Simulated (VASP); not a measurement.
Calculation: PBEsol GGA, VASP's PBE PAW potentials (set 64) (plane waves; VASP).

The input files of a VASP run:

POSCAR:
```
ZrO2
1
    0.0000000000     2.5342264547     2.5342264547
    2.5342264547     0.0000000000     2.5342264547
    2.5342264547     2.5342264547     0.0000000000
Zr O
1 2
Direct
  0.0000000000   0.0000000000   0.0000000000
  0.2500000000   0.2500000000   0.2500000000
  0.7500000000   0.7500000000   0.7500000000
```

**INCAR**
```
SYSTEM = ZrO2
PREC = Accurate
ENCUT = 520
EDIFF = 1E-7
NELM = 100
ALGO = Normal
LREAL = .FALSE.
LASPH = .TRUE.
ISMEAR = 0
SIGMA = 0.05
GGA = PS
LMAXMIX = 4
LWAVE = .FALSE.
LCHARG = .FALSE.
LORBIT = 11
ICHARG = 11
```

File KPOINTS:
```
k-points along high-symmetry lines
15
Line-mode
Reciprocal
  0.000000   0.000000   0.000000 ! GAMMA
  0.500000   0.000000   0.500000 ! X

  0.500000   0.000000   0.500000 ! X
  0.625000   0.250000   0.625000 ! U

  0.375000   0.375000   0.750000 ! K
  0.000000   0.000000   0.000000 ! GAMMA

  0.000000   0.000000   0.000000 ! GAMMA
  0.500000   0.500000   0.500000 ! L

  0.500000   0.500000   0.500000 ! L
  0.500000   0.250000   0.750000 ! W

  0.500000   0.250000   0.750000 ! W
  0.500000   0.000000   0.500000 ! X
```

POTCAR, in this order: Zr_sv O (PBE.64 set). Program: vasp_std. Read from the step before: CHGCAR.

Output

File OSZICAR:
```
       N       E                     dE             d eps       ncg     rms          rms(c)
DAV:   1     0.185433231503E+03    0.18543E+03   -0.14648E+04  2880   0.154E+03
DAV:   2    -0.216956235700E+02   -0.20713E+03   -0.20401E+03  3856   0.385E+02
DAV:   3    -0.293607559671E+02   -0.76651E+01   -0.76549E+01  4288   0.712E+01
DAV:   4    -0.295303764013E+02   -0.16962E+00   -0.16959E+00  3928   0.830E+00
DAV:   5    -0.295328396581E+02   -0.24633E-02   -0.24632E-02  3864   0.798E-01
DAV:   6    -0.295328678983E+02   -0.28240E-04   -0.28240E-04  3952   0.788E-02
DAV:   7    -0.295328681470E+02   -0.24869E-06   -0.24870E-06  4000   0.725E-03
DAV:   8    -0.295328681490E+02   -0.20264E-08   -0.20181E-08  3112   0.743E-04
   1 F= -.29532868E+02 E0= -.29532868E+02  d E =-.117414E-14
```

File OUTCAR:
```
 val. band max:        7.2337091592   @ k =   0.5000   0.0000   0.5000

 cond. band min:      10.5483249932   @ k =   0.0000   0.0000   0.0000



 k-point     1 :       0.0000    0.0000    0.0000
  band No.  band energies     occupation
      1     -40.6578      2.00000
      2     -18.5209      2.00000
      3     -18.5209      2.00000
      4     -18.5209      2.00000
      5     -10.9678      2.00000
      6      -8.3081      2.00000
      7       1.8734      2.00000
      8       1.8734      2.00000
      9       1.8734      2.00000
     10       6.6886      2.00000
     11       6.6886      2.00000
     12       6.6886      2.00000
     13      10.5483      0.00000
     14      10.5483      0.00000
     15      13.6994      0.00000
     16      16.7901      0.00000

 k-point     2 :       0.0357    0.0000    0.0357
  band No.  band energies     occupation
      1     -40.6569      2.00000
      2     -18.5328      2.00000
      3     -18.5233      2.00000
      4     -18.5233      2.00000
      5     -10.9409      2.00000
      6      -8.3281      2.00000
      7       1.8891      2.00000
      8       1.8891      2.00000
      9       1.9272      2.00000
     10       6.5614      2.00000
     11       6.6932      2.00000
     12       6.6932      2.00000
     13      10.5633      0.00000
     14      10.6101      0.00000
     15      13.7649      0.00000
     16      16.7407      0.00000

 k-point     3 :       0.0714    0.0000    0.0714
  band No.  band energies     occupation
      1     -40.6544      2.00000
      2     -18.5678      2.00000
      3     -18.5304      2.00000
      4     -18.5304      2.00000
      5     -10.8618      2.00000
      6      -8.3863      2.00000
      7       1.9360      2.00000
      8       1.9360      2.00000
      9       2.0862      2.00000
     10       6.2158      2.00000
     11       6.7053      2.00000
     12       6.7053      2.00000
     13      10.6077      0.00000
     14      10.7655      0.00000
...
```

The density is held fixed in this step, so its total energy and stress have no physical meaning.

The structure comes from a measured ZrO2 entry (Fm-3m) of the Crystallography Open Database, whose conditions weren't checked. It was relaxed first.
